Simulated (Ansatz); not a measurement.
Cd in Ansatz: convergence with smearing width

Crystal: Cd.

```
Cd
1.0
     0.00000    2.21815    2.21815
     2.21815    0.00000    2.21815
     2.21815    2.21815    0.00000
Cd
1
Direct
  0.00000 0.00000 0.00000
```

This isn't the form of Cd at room conditions, which is hcp.

* Program: Ansatz 0.2.0
* Task: convergence study
* Functional: PBE
* Potentials or basis: all-electron LAPW, scalar-relativistic
* Cutoff: 197 eV (chosen from the basis error)
* Basis error allowed: 0.001 eV/atom
* k mesh: 10 × 10 × 10
* Occupations: fermi-dirac, width 0.3 eV
* Spin: no spin polarisation

These are the settings of the first run; the series varies smearing width, with any setting tied to it.

Hardware: 1 thread of Arm Neoverse V1, with other jobs on the host.

```tsv
smearing width	energy less the tightest run, at zero smearing (meV/atom)	pressure (GPa)	SCF cycles	CPU time (s)	peak memory (GiB)
0.3 eV	-3.52	2.38	7	3.8	0.24
0.2 eV	-3.00	2.23	7	3.7	0.24
0.15 eV	-2.05	2.19	7	3.6	0.23
0.1 eV	-0.67	2.20	7	3.6	0.23
0.05 eV	0.10	2.31	7	3.6	0.23
0.025 eV	-0.09	2.38	7	3.5	0.24
0.01 eV	0.00	2.38	7	3.6	0.24
```

Against the tightest run, the energy stays within 1 meV/atom from 0.1 eV on; the pressure stays within 0.1 GPa from 0.05 eV on. Narrower smearing needs a denser k mesh, so at a fixed mesh the narrowest width isn't the most accurate. The tightest run that finished is the yardstick and may itself not be fully converged.
